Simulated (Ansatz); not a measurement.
# Nb2COF MXene monolayer in a perpendicular field, part 2 of 2

Wanted: the out-of-plane response of the Nb2COF MXene monolayer. A positive field points along +c.

Ansatz 0.2.0; plane-wave DFT, PBE-D3(BJ), Ansatz PAW.

So far. Step 2 (Relaxation): The lattice constant a goes from 3.151 to 3.120 Å.

## (3) Atoms held, field 0, start network

A sawtooth potential applies the field, turning back in the middle of the vacuum. With the dipole correction the typed value is the field outside the slab. The induced dipole is small, so the SCF threshold is tight.

The cell differs from the one that the last finished run ended in (c 40.043 → 22.895 Å).

Input file input.yaml:

```yaml
crystal:
  lattice:
    - [3.120012284, 0.0, 0.0]
    - [-1.560006142, 2.702009898, 0.0]
    - [0.0, 0.0, 22.8953986958]
  atoms:
    - { symbol: F, position: [0.3333333333, 0.6666666667, 0.3930920846] }
    - { symbol: Nb, position: [0.6666666667, 0.3333333333, 0.4552347476] }
    - { symbol: C, position: [0.0, 0.0, 0.5053604293] }
    - { symbol: Nb, position: [0.3333333333, 0.6666666667, 0.5599069254] }
    - { symbol: O, position: [0.6666666667, 0.3333333333, 0.6069079154] }
kpoints:
  mp_grid: { grid: [18, 18, 1] }
  band_path:
    path: [[0, 0, 0], [0.5, 0, 0], [0.33333333, 0.33333333, 0], [0, 0, 0]]
    npoints: 16
hamiltonian:
  xc: pbe
  dispersion: d3bj
scf:
  occupations: { method: fermi_dirac, width: 0.02585 }
  convergence: { dr2_threshold: 1.0e-10 }
efield:
  axis: 3
  dipole_correction: true
  ramp_position: 0.97
  ramp_width: 0.06
  amplitude: 0
output:
  dos: { projected: true, e_range: [-6, 5] }
  write_potential: true
  write_density: true
  volumetric_format: npy
  elf: true
```

The run is started by

```console
$ ansatz run input.yaml --threads 2 --pin off --max-ram 3072MiB --backend cpu --events-out ev --progress --plain --runs-dir out
```

Numbers of over 12 decimals in the logs are rounded to 6 here.

What it wrote:

```text
[...]
Crystal: 5 atoms, lattice volume = 193.015 Å³
Basis set: ecut = 420 eV, 3761 PW (Γ)
Bands: 27, of which v1, the nominal top of the filled ones, is band 22 counted from 1 (21 counted from 0)
Symmetry: 6 space group operations
[...]
k-points: 37 of 324 (time reversal used)
[...]
SCF iter   1: F=—  HF=-10735.719241 eV  |F-HF|=—  |Δ(HF+E_count)|=         —  Δρ=4.57e-3  dr2=5.94e-2  ethr=1.77e-3  p=-0.035 e·Å  D=-3.28e-2 V/Å  ΔV_dip=0.75 eV  dr2_dipole=9.30e-3  V_vac-E_F(+/−)=5.82/5.07 eV  ⟨swp⟩=9.6  Hψ=6113  notcnv=0
efield: sawtooth ramp at fractional position 0.9700 (set: `efield.ramp_position`, or a place that a band, a saddle search or an elastic batch's reference lends), width 0.0600; the density the first Hamiltonian is built on has a dipole p = -0.035 e·Å; the dipole correction subtracts the counter field D = -3.28e-2 V/Å, which shifts the + side's vacuum level by +0.75 eV against the − side's; the planar-averaged density in the ramp window peaks in size at 1.9e-5 e/Å³
[...]
SCF iter   2: F=—  HF=-10735.716612 eV  |F-HF|=—  |Δ(HF+E_count)|=   2.63e-3  Δρ=3.29e-3  dr2=2.18e-2  ethr=1.38e-4  p=-0.055 e·Å  D=-5.14e-2 V/Å  ΔV_dip=1.18 eV  dr2_dipole=1.27e-3  V_vac-E_F(+/−)=5.92/4.74 eV  ⟨swp⟩=3.1  Hψ=2132  notcnv=0  defer=27
[...]
SCF iter  10: F=-10735.712621 eV  HF=-10735.712621 eV  |F-HF|=1.33e-10  |Δ(HF+E_count)|=   1.93e-9  Δρ=1.39e-7  dr2=3.23e-11  ethr=1.00e-12  p=-0.053 e·Å  D=-4.97e-2 V/Å  ΔV_dip=1.14 eV  dr2_dipole=1.76e-13  V_vac-E_F(+/−)=5.95/4.82 eV  ⟨swp⟩=7.8  Hψ=3117  notcnv=0
SCF 1 converged in 10 iterations: F = -10735.712621 eV  dr2 = 3.23e-11
[...]
NSCF: frozen V_eff on 49 k-points
efield: sawtooth ramp at fractional position 0.9700 (kept from the solve that this one continues, or follows in the run), width 0.0600; the density the first Hamiltonian is built on has a dipole p = -0.053 e·Å; the dipole correction subtracts the counter field D = -4.97e-2 V/Å, which shifts the + side's vacuum level by +1.14 eV against the − side's; the planar-averaged density in the ramp window peaks in size at 1.8e-6 e/Å³
[...]
SCF converged after 10 iterations
Free energy (F): -10735.712621 eV
[...]
Internal energy: -10735.709553 eV  (E = F + TS)
E sigma→0 (E₀):  -10735.711087 eV
Entropy (-TS):   -0.003068 eV (-0.614 meV/atom)
Fermi energy:    0.696714 eV
Dipole field:    D = -0.049665 V/Å  (p = -0.052976 e·Å, saw-weighted, corrected)
Work function:   Φ+ = 5.9523 eV   Φ− = 4.8152 eV
Levels:          The Fermi level and band energies are counted from a zero that moves with the ramp; work functions are not
[...]
--- Band table (eV; the first three rows and the last of 37) ---
  k-point 0: bands = [... 18 lower, -2.4086, -2.4086, -0.1144, -0.1144, 0.6120, 2.1757, 2.1757, 2.8201, ... 1 higher]
  k-point 1: bands = [... 18 lower, -2.4703, -2.4591, -0.1853, -0.0525, 0.6347, 2.1363, 2.2355, 2.8692, ... 1 higher]
  k-point 2: bands = [... 18 lower, -2.5855, -2.5088, -0.3662, 0.1290, 0.6693, 2.1129, 2.3802, 2.8873, ... 1 higher]
  k-point 36: bands = [... 18 lower, -3.2369, -3.2275, 0.4911, 0.8966, 1.6193, 2.5149, 3.0370, 3.5455, ... 1 higher]
```

The job ended after 39 s (2 threads of Intel Xeon at 2.50GHz (Skylake/Cascade Lake), shared host; peak memory 0.55 GiB).

Numbers from this step:

* energy at zero smearing: -10735.7111 eV
* work function, upper face: 5.952 eV
* work function, lower face: 4.815 eV
* dipole along the normal: -0.05298 e·Å
* step between the vacuum levels: 1.137 eV

Running mean over a fixed 2.7 Å (it still follows the layers) of the planar mean; the ramp of the sawtooth is left out. Electron's electrostatic potential energy less the Fermi level against z:

```
z (Å)  electron's electrostatic potential energy less the Fermi level (eV)
  3.5                                                                 4.82
  4.0                                                                 4.82
  4.5                                                                 4.82
  5.0                                                                 4.82
  5.5                                                                 4.81
  6.0                                                                 4.81
  6.5                                                                 4.79
  7.0                                                                 4.66
  7.5                                                                 3.60
  8.0                                                                 1.65
  8.5                                                               -0.702
  9.0                                                                -4.81
  9.5                                                                -9.21
 10.0                                                                -11.9
 10.5                                                                -13.0
 11.0                                                                -13.9
 11.5                                                                -15.0
 12.0                                                                -14.5
 12.5                                                                -13.7
 13.0                                                                -12.5
 13.5                                                                -9.98
 14.0                                                                -6.10
 14.5                                                                -1.30
 15.0                                                                 2.35
 15.5                                                                 4.79
 16.0                                                                 5.78
 16.5                                                                 5.92
 17.0                                                                 5.95
 17.5                                                                 5.95
 18.0                                                                 5.95
 18.5                                                                 5.95
 19.0                                                                 5.95
 19.5                                                                 5.95
```

The density of states has structure finer than the step of the table below, so its rows give means over 0.25 eV, whole bins alone (the curve runs from -6 to 1.97 eV). Peaks (eV: height): -5.860: 7.55, -5.200: 10.2, -5.040: 7.55, -4.040: 8.91, -3.410: 9.90, -3.190: 7.72, 1.550: 9.05.

Table of density of states by energy, zero at the Fermi level; means over each step:

```
energy (eV)  density of states (states/eV a cell)
      -5.75                                  2.18
      -5.50                                  4.64
      -5.25                                  6.38
      -5.00                                  3.63
      -4.75                                  3.57
      -4.50                                  3.25
      -4.25                                  2.44
      -4.00                                  3.80
      -3.75                                  2.08
      -3.50                                  4.69
      -3.25                                  4.11
      -3.00                                0.0282
      -2.75                                     0
      -2.50                                     0
      -2.25                                     0
      -2.00                                     0
      -1.75                                  1.69
      -1.50                                  1.79
      -1.25                                  1.94
      -1.00                                  1.43
      -0.75                                  1.33
      -0.50                                  1.65
      -0.25                                  1.02
       0.00                                  1.66
       0.25                                  1.61
       0.50                                  1.11
       0.75                                  1.01
       1.00                                  1.01
       1.25                                  1.97
       1.50                                  5.55
       1.75                                  4.29
```

Projected DOS per atom over height of the atomic layer and energy from the Fermi level. Layers: F Nb C Nb O from below.

Values in states/eV, 22 rows by 5 columns, each cell a mean:
```
0.10 1.81 0.16 1.75 0.14
0.10 2.04 0.25 2.07 0.17
0.05 0.74 0.06 0.30 0.02
0.06 0.67 0.04 0.21 0.02
0.10 0.85 0.07 0.27 0.05
0.09 0.86 0.08 0.34 0.12
0.07 0.68 0.06 0.33 0.08
0.07 0.72 0.07 0.47 0.12
0.10 0.84 0.12 0.47 0.22
0.07 0.70 0.14 0.43 0.42
0.02 0.32 0.11 0.25 0.43
0.00 0.00 0.00 0.00 0.00
0.00 0.00 0.00 0.00 0.00
0.00 0.00 0.00 0.00 0.00
0.21 0.77 1.14 0.27 1.95
0.09 0.46 0.69 0.29 1.25
0.08 0.40 0.58 0.55 1.66
0.12 0.50 0.64 0.39 0.96
0.19 0.79 1.32 0.83 0.59
0.27 0.56 1.33 1.41 1.49
0.41 0.30 0.89 1.54 2.15
0.46 0.26 0.46 0.62 0.77
```
Columns: height of the atomic layer (Å) from 9 to 13.9 (not evenly spaced); rows upwards: energy from the Fermi level (eV) from -5.96 to 1.96.

Electronic bands along the path, in eV, zero at the Fermi level:

```
  point  band 18  band 19  band 20  band 21  band 22  band 23  band 24  band 25
      Γ    -3.56    -3.11    -3.11    -0.81    -0.81    -0.08     1.48     1.48
halfway    -4.68    -3.55    -3.43    -1.60     0.30     0.35     1.53     2.05
      M    -4.46    -4.22    -3.27    -1.80     1.34     2.10     2.46     2.87
halfway    -4.58    -4.24    -3.42    -1.31     1.02     1.44     2.13     2.54
      K    -4.46    -3.93    -3.92    -0.21     0.20     0.92     1.82     2.34
halfway    -4.73    -4.01    -3.30    -1.02    -0.79     1.39     1.79     1.99
      Γ    -3.56    -3.11    -3.11    -0.81    -0.81    -0.08     1.48     1.48
```

Valence density in the ca plane at fractional y = 0.333, with atoms of Nb and O within 0.2 Å of it. It is the smooth field of the valence electrons, not physical close to the nuclei.

Ten steps, logarithmic in the rise over the least value, from '0' (0.0 e/Å³) to '9' (6.9 e/Å³), each cell a mean:
```
00000000000000011236775433334554310000000000
00000000000000001258997432235897420000000000
00000000000000001368998532236998520000000000
00000000000000001258987433235787410000000000
00000000000000012235665433344554210000000000
00000000000000123333344444454322100000000000
00000000000000123332334444554321000000000000
00000000000000123333444444444332100000000000
```
Columns run along c (16.0 Å, from fractional 0.13 to 0.83 of the cell), rows up along a (3.1 Å). Atoms in or near the plane, at fractional coordinates: Nb at (0.46, 0.67), O at (0.61, 0.67).

ELF in the ca plane at fractional y = 0.333, with atoms of Nb and O within 0.2 Å of it. It is the smooth field of the valence electrons, not physical close to the nuclei.

Values, 5 rows by 16 columns, each cell a mean:
```
0.00 0.00 0.01 0.08 0.32 0.59 0.32 0.20 0.66 0.62 0.10 0.00 0.00 0.00 0.00 0.00
0.00 0.00 0.00 0.02 0.51 0.54 0.27 0.28 0.62 0.75 0.17 0.00 0.00 0.00 0.00 0.00
0.00 0.00 0.01 0.09 0.33 0.58 0.31 0.20 0.66 0.62 0.10 0.00 0.00 0.00 0.00 0.00
0.00 0.00 0.06 0.40 0.22 0.30 0.51 0.27 0.21 0.15 0.01 0.00 0.00 0.00 0.00 0.00
0.00 0.00 0.06 0.41 0.21 0.29 0.52 0.26 0.19 0.13 0.01 0.00 0.00 0.00 0.00 0.00
```
Columns run along c (16.0 Å, from fractional 0.23 to 0.93 of the cell), rows up along a (3.1 Å). Atoms in or near the plane, at fractional coordinates: Nb at (0.46, 0.67), O at (0.61, 0.67).

Electrostatic potential energy in the ca plane at fractional y = 0.333, with atoms of Nb and O within 0.2 Å of it. With pseudopotentials it is smooth inside the atoms' cores, unlike the true potential.

Ten even steps from '0' (-49 eV) to '9' (6 eV), each cell a mean:
```
99999999999999999999986323688887877999999999
99999999999999999999873000278888721599999999
99999999999999999999872000168998500389999999
99999999999999999999874000278888732599999999
99999999999999999999987434688877788999999999
99999999999999999999988877888765689999999999
99999999999999999999998888887754678999999999
99999999999999999999988777888766789999999999
```
Columns run along c (16.0 Å, from fractional 0.07 to 0.77 of the cell; values clipped at the 3rd and 97th percentile), rows up along a (3.1 Å). Atoms in or near the plane, at fractional coordinates: Nb at (0.46, 0.67), O at (0.61, 0.67).

The work function of the upper face is 5.95 eV.

## (4) Single point, field 0.1 V/Å

Changes to input.yaml since step 3:

```diff
@@ -25,7 +25,6 @@
   dipole_correction: true
-  ramp_position: 0.97
-  ramp_width: 0.06
-  amplitude: 0
+  ramp_position: 0.9284
+  ramp_width: 0.1472
+  amplitude: 0.1
 output:
-  dos: { projected: true, e_range: [-6, 5] }
   write_potential: true
@@ -33,2 +32 @@
   volumetric_format: npy
-  elf: true
```

What it wrote:

```text
[...]
Crystal: 5 atoms, lattice volume = 193.015 Å³
Basis set: ecut = 420 eV, 3761 PW (Γ)
Bands: 27, of which v1, the nominal top of the filled ones, is band 22 counted from 1 (21 counted from 0)
Symmetry: 6 space group operations
[...]
k-points: 37 of 324 (time reversal used)
[...]
k-point 0: bands = [... 18 lower, -2.3997, -2.3997, -0.1056, -0.1056, 0.6225, 2.1839, 2.1839, 2.8083, ... 1 higher]
  k-point 1: bands = [... 18 lower, -2.4599, -2.4498, -0.1769, -0.0440, 0.6452, 2.1426, 2.2437, 2.8637, ... 1 higher]
  k-point 2: bands = [... 18 lower, -2.5756, -2.4952, -0.3578, 0.1369, 0.6785, 2.1180, 2.3883, 2.8909, ... 1 higher]
  k-point 36: bands = [... 18 lower, -3.2143, -3.2075, 0.4956, 0.9022, 1.6256, 2.5251, 3.0451, 3.5550, ... 1 higher]
[key lines of the parts left out:]
SCF converged after 13 iterations
Free energy (F): -10735.708614 eV
Fermi energy:    0.704738 eV
Dipole field:    D = -0.025478 V/Å  (p = -0.027176 e·Å, saw-weighted, corrected)
```

The job ended after 43 s (2 threads; peak memory 0.55 GiB; 83 s of CPU time).

The dipole is -0.0272 e·Å, 0.0258 e·Å from its value without field.

## (5) Atoms held, field -0.1 V/Å

Changes to input.yaml since step 4:

```diff
@@ -27,3 +27,3 @@
   ramp_width: 0.1472
-  amplitude: 0.1
+  amplitude: -0.1
 output:
```

What it wrote:

```text
[...]
Crystal: 5 atoms, lattice volume = 193.015 Å³
Basis set: ecut = 420 eV, 3761 PW (Γ)
Bands: 27, of which v1, the nominal top of the filled ones, is band 22 counted from 1 (21 counted from 0)
Symmetry: 6 space group operations
[...]
k-points: 37 of 324 (time reversal used)
[...]
k-point 0: bands = [... 18 lower, -2.4224, -2.4224, -0.1281, -0.1281, 0.5965, 2.1625, 2.1625, 2.8251, ... 1 higher]
  k-point 1: bands = [... 18 lower, -2.4856, -2.4732, -0.1987, -0.0660, 0.6192, 2.1248, 2.2223, 2.8673, ... 1 higher]
  k-point 2: bands = [... 18 lower, -2.6003, -2.5272, -0.3796, 0.1161, 0.6551, 2.1027, 2.3671, 2.8774, ... 1 higher]
  k-point 36: bands = [... 18 lower, -3.2644, -3.2526, 0.4816, 0.8860, 1.6080, 2.4998, 3.0238, 3.5310, ... 1 higher]
[key lines of the parts left out:]
SCF converged after 13 iterations
Free energy (F): -10735.719209 eV
Fermi energy:    0.683743 eV
Dipole field:    D = -0.073856 V/Å  (p = -0.078780 e·Å, saw-weighted, corrected)
```

Elapsed: 44 s, on 2 threads; peak memory 0.54 GiB; 83 s of CPU time.

The dipole is -0.0788 e·Å, -0.0258 e·Å from its value without field.

## (6) Response, atoms held

This step: plane-wave DFT, PBE-D3(BJ), Ansatz PAW; response to a field along the normal, atoms held (Ansatz 0.2.0).

The dipoles give the slope, and the difference of two potentials shows where the field is screened.

This step gave:

* equivalent conductor thickness p/(ε₀AE): 5.538 Å
* distance between the outer atoms: 4.895 Å

The dipole of the cell by applied field:

```
applied field (V/Å)  dipole of the cell (e·Å)
            -0.1000                   -0.0788
             0.0000                   -0.0530
             0.1000                   -0.0272
```

Local field over the applied field, running mean. From the potentials at -0.1 and 0.1 V/Å; running mean over 2.5 Å. Local field over applied field against z:

```
z (Å)  local field over applied field
  4.5                           1.000
  5.0                           1.000
  5.5                           0.999
  6.0                           0.996
  6.5                           0.985
  7.0                           0.951
  7.5                           0.868
  8.0                           0.746
  8.5                           0.601
  9.0                           0.447
  9.5                           0.295
 10.0                           0.178
 10.5                          0.0962
 11.0                          0.0452
 11.5                          0.0175
 12.0                          0.0167
 12.5                          0.0408
 13.0                           0.100
 13.5                           0.203
 14.0                           0.354
 14.5                           0.528
 15.0                           0.700
 15.5                           0.844
 16.0                           0.940
 16.5                           0.981
 17.0                           0.994
 17.5                           0.998
 18.0                           1.000
 18.5                           1.000
```

The induced electron density oscillates, so the rows of the table below give means over windows of 0.5 Å about each position, cut where the curve ends. Its maxima inside the range that stand out by 2 % of the span (Å: e/Å³ per V/Å): 8.44: 0.00336, 9.16: 0.00199, 10.16: 0.00142, 12.45: -1.6e-4, 13.16: -1.0e-4, 14.02: -0.00155. Its minima: 8.87: 0.00141, 9.59: 4.4e-4, 12.02: -5.5e-4, 12.74: -3.6e-4, 13.74: -0.00201, 14.45: -0.00372.

Electrons, planar mean, per unit field. Induced electron density against z; means over each step:

z (Å), induced electron density (e/Å³ per V/Å) and a bar from the least value:
```
      4.5    0.00000 ################
      5.0    0.00000 ################
      5.5    0.00000 ################
      6.0    0.00001 ################
      6.5    0.00006 #################
      7.0    0.00021 #################
      7.5    0.00072 ####################
      8.0    0.00206 ##########################
      8.5    0.00291 ##############################
      9.0    0.00171 ########################
      9.5    0.00083 ####################
     10.0    0.00122 ######################
     10.5    0.00103 #####################
     11.0    0.00055 ###################
     11.5   -0.00008 ################
     12.0   -0.00048 ##############
     12.5   -0.00026 ###############
     13.0   -0.00025 ###############
     13.5   -0.00132 ##########
     14.0   -0.00193 #######
     14.5   -0.00345 
     15.0   -0.00227 ######
     15.5   -0.00088 ############
     16.0   -0.00028 ###############
     16.5   -0.00008 ################
     17.0   -0.00002 ################
     17.5   -0.00001 ################
     18.0    0.00000 ################
     18.5    0.00000 ################
```

By hand: between -0.1 and 0.1 V/Å the dipole changes by 0.05160 e·Å, a slope of 0.2580 e·Å²/V. A perfect conductor of thickness t has p = ε₀AEt, so t = 180.95 × 0.2580 / 8.430 = 5.54 Å (e/ε₀ = 180.95 V·Å, A in Å²).

The induced dipole is that of a conductor 5.54 Å thick.

## (7) Summary of results

```
gap without field                          : none
work function, upper face                  : 5.95 eV
step between the vacuum levels             : 1.14 eV
equivalent conductor thickness, atoms held : 5.54 Å
```

**Reading.** The induced dipole equals that of a perfect conductor 5.54 Å thick, while the outer atoms lie 4.90 Å apart. The two faces differ: the vacuum level above lies 1.14 eV higher than the one below. There is no gap over 0.03 eV, with or without the field. The first relaxation ran with spin and lost its moment, and the later runs have none; other magnetic states were not tried. Spin-orbit coupling is left out. The MXene's terminations sit over the metal atoms of its far layer; the site over carbon or nitrogen, which some compounds prefer, was not run.

[Logs are printed without paths, hosts, clocks, repeated set-up lines and the standing remarks that a program may print on its own settings, such as how far it seeks lower states.]

[Hosts, paths, dates, database ids (printed as entryN), source tags and the programs' standing remarks are cut or masked in the printed files.]

[Maps of the electrostatic potential energy from Ansatz leave out the sawtooth potential of an applied field or a dipole correction, so their vacuum need not be flat; planar profiles and work functions include it.]

[The density of states shown here was stored with 400 of the rows of the run's finer table, so its peaks can read low, often by over a quarter, or be missed, and its means over a window can be off by a tenth or more.]
